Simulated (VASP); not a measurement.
A run of VASP 6.6.1 is set up as follows.

The input INCAR:

```
SYSTEM = HC10
PREC = Accurate ; ENCUT = 520
EDIFF = 1E-7 ; ISMEAR = -1
SIGMA = 0.05 ; LREAL = Auto
LASPH = .True. ; NELM = 100
ALGO = Fast ; ISIF = 2
LWAVE = .False. ; LCHARG = .False.
GGA = PE ; NBANDS = 58
```

File KPOINTS:

```
Automatic mesh
0
Gamma
  2 2 1
  0 0 0
```

File POSCAR:

```
HC10
1.0
    7.3980000000      0.0000000000      0.0000000000
   -3.6990000000      6.4068560000      0.0000000000
    0.0000000000      0.0000000000     12.0000000000
C H
20 2
Direct
    0.0062159076      0.0142971841      0.1089750000
    0.2219777986      0.1206520015      0.0724416667
    0.0022767515      0.3362647764      0.0763916667
    0.2156376217      0.4590395039      0.0595166667
    0.0158037805      0.6917589532      0.0852750000
    0.2247513385      0.7977859968      0.0531833333
    0.3465501736      0.0201346807      0.0610916667
    0.5735831806      0.1275664694      0.0686333333
    0.3248210131      0.3256355379      0.0628333333
    0.5547695165      0.4371410876      0.0820500000
    0.3365686687      0.6817072211      0.0460416667
    0.5535880958      0.7836292871      0.0545083333
    0.6833726248      0.0050258660      0.0606750000
    0.8946259858      0.1140965241      0.0917250000
    0.6760454347      0.3441157410      0.0855166667
    0.9092118657      0.4663285705      0.0733500000
    0.6405095741      0.6511462096      0.1014500000
    0.9059504393      0.7905437550      0.1285416667
    0.8490549280      0.7506646005      0.2497500000
    0.6372434303      0.6351789396      0.2445750000
    0.9501690543      0.7928225638      0.3197750000
    0.5251988518      0.6161992715      0.3081916667
```

Potentials or basis: VASP PAW PBE potentials, release 64 (C, H).

Command:

```console
$ cat potpaw_PBE.64/C/POTCAR potpaw_PBE.64/H/POTCAR > POTCAR
$ mpirun -np 1 vasp_std > vasp.out
```

(1) Predict the band gap on the k mesh.

(2) Predict the largest force.

Answers

(1) 0.33 eV, direct.

(2) 6.587 eV/Å.

Caveat: the k mesh is coarse (spacing up to 0.49 Å⁻¹), so the values aren't converged.
